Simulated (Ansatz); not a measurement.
C: ε∞ with and without local fields

Plane-wave DFT in Ansatz with scalar-relativistic PAW potentials. The crystal relaxes under PBE to Fd-3m with a = 3.571 Å, 5.69 Å³/atom. No spin polarisation.

A sum over independent transitions (PBE, gap on the mesh 4.15 eV) gives a mean ε∞ of 5.96.

Q: What does self-consistent linear response to a field give, and why do the two differ?

A: 5.85, which is 1.9 % lower. The response calculation lets the induced density act back: the Hartree local fields oppose the polarisation and lower ε∞, more so where the density is uneven, while the exchange-correlation kernel raises it again by part of that. The net effect here is a decrease, as usual.